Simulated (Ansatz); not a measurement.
CuO:

```
CELL_PARAMETERS angstrom
1.99097 -2.15355 0.00000
1.99097 2.15355 0.00000
0.00000 0.00000 5.15593
ATOMIC_POSITIONS crystal
Cu 0.50000 0.00000 0.00000
Cu 0.00000 0.50000 0.50000
O 0.50000 0.50000 0.25000
O 0.50000 0.50000 0.75000
```

Measurements of this composition are mostly on another form, of space group No. 15.

Base run:

* Program: Ansatz 0.2.0
* Functional: PBEsol
* Potentials or basis: Ansatz PAW
* Cutoff: 420 eV
* Density cutoff: 1680 eV
* k mesh: 9 × 9 × 5
* Occupations: fermi-dirac, width 0.05 eV
* Spin: no spin polarisation
* Hubbard terms: Cu d U = 5.3 eV

Its results: band gap on the k mesh none (metal or under the smearing width); pressure -3.2 GPa.

Problem. The run is repeated on the same cell with these changes: hubbard terms from Cu d U = 5.3 eV to Cu d U = 4.5 eV. What comes out?

Solution. Band gap on the k mesh none (metal or under the smearing width); pressure -3.7 GPa.

Caveats: the run has no spin polarisation, though such a crystal can be magnetic; U without spin polarisation on a metal has little footing; the PAW data sets come from PBE, with cores solved anew for the run's functional, which leaves a small shift of forces and pressure.

Not every run made on this cell is shown here.
